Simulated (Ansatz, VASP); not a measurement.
## Two plane-wave programs on BaZrO3

```
CELL_PARAMETERS angstrom
4.19844 0.00000 0.00000
0.00000 4.19844 0.00000
0.00000 0.00000 4.19844
ATOMIC_POSITIONS crystal
Ba 0.00000 0.00000 0.00000
Zr 0.50000 0.50000 0.50000
O 0.00000 0.50000 0.50000
O 0.50000 0.00000 0.50000
O 0.50000 0.50000 0.00000
```

Alike in both runs: functional PBEsol; k mesh 4 × 4 × 4; no spin polarisation.

Ansatz relaxed the structure, and its values are those at the end. VASP's run is a single point on that final structure, the one shown.

|  | VASP | Ansatz |
| --- | --- | --- |
| version | VASP 6.6.1 | Ansatz 0.2.0 |
| potentials or method | VASP PAW PBE potentials, release 64 (Ba_sv, Zr_sv, O) | PAW with Ansatz's default frozen-core files, scalar-relativistic |
| plane-wave cutoff (eV) | 520 | 420 |
| occupations | gaussian, width 0.01 eV | fixed |
| valence electrons in the cell | 40 | 40 |

|  | VASP | Ansatz | Ansatz less VASP |
| --- | --- | --- | --- |
| pressure (GPa) | -0.9 | -2.0 | -1.11 |

Caveats: the PAW data sets were made with another functional, which shifts forces and pressure a little (VASP). A k mesh can miss the band edges.
